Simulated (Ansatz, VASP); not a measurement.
## One calculation of GaSb, two programs

```xyz
2
Lattice="0.0000 3.0110 3.0110 3.0110 0.0000 3.0110 3.0110 3.0110 0.0000" Properties=species:S:1:pos:R:3 pbc="T T T"
Ga    0.0000    0.0000    0.0000
Sb    4.5165    4.5165    4.5165
```

Alike in both runs: task single point; functional r2SCAN; dispersion D4; k mesh 6 × 6 × 6; occupations gaussian, width 0.05 eV; no spin polarisation.

|  | VASP | Ansatz |
| --- | --- | --- |
| version | VASP 6.6.1 | Ansatz 0.2.0 |
| potentials or method | VASP PAW PBE potentials, release 64 (Ga_d, Sb) | scalar-relativistic, plane waves, PAW |
| plane-wave cutoff (eV) | 520 | 500 |
| valence electrons in the cell | 18 | 28 |

```csv
,VASP,Ansatz,Ansatz less VASP
gap on the k mesh at the Fermi level (eV),0.80,0.81,+0.015
least direct gap on the mesh (eV),0.82,0.83,+0.016
pressure (GPa),2.6,2.5,-0.11
dispersion energy (meV/atom),-148.2,-148.4,-0.18
```

The two sets of potentials don't hold the same shells in valence.

Caveats: the PAW data sets were made with another functional, which shifts forces and pressure a little (VASP); spin-orbit coupling is left out, which moves the levels of the heavy elements. A k mesh can miss the band edges. r2SCAN opens gaps a little over a GGA but as a rule still falls short of measured ones.
